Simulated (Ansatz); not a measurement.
**In (I4/mmm): the size of the finite step**

```
In
1.0
    -1.62317    1.62317    2.49220
     1.62317   -1.62317    2.49220
     1.62317    1.62317   -2.49220
In
1
Direct
  0.00000 0.00000 0.00000
```

Unless marked otherwise, the numbers come from r²SCAN, PAW on Ansatz 0.2.0's default frozen-core files (fitted under PBE), scalar-relativistic. k mesh 24×24×24, strains of ±0.005, Fermi-Dirac smearing of 0.050 eV, cutoff 500 eV. The cell was relaxed by PAW under this functional.

(1) Elastic constants come from stresses at strains of ±0.005 (two-point stencil): C11 = 66.0, C12 = 28.9, C13 = 33.8, C33 = 55.9, C44 = 10.2, C66 = 19.2 GPa. What does an amplitude of 0.0002 give?

Results:

(1) C11 = 66.2, C12 = 28.8, C13 = 33.6, C33 = 56.4, C44 = 10.5, C66 = 19.4 GPa. A very small step divides the noise of the stresses by a small number. Steps under 0.001 aren't safe in general, since the basis can change from cell to cell and the noise grows as 1/δ.

Keep in mind: frozen-core PAW files fitted under PBE, their cores solved anew for the functional of the run; responses of metals move with mesh and smearing; elastic stability says nothing of phonons or of other phases.
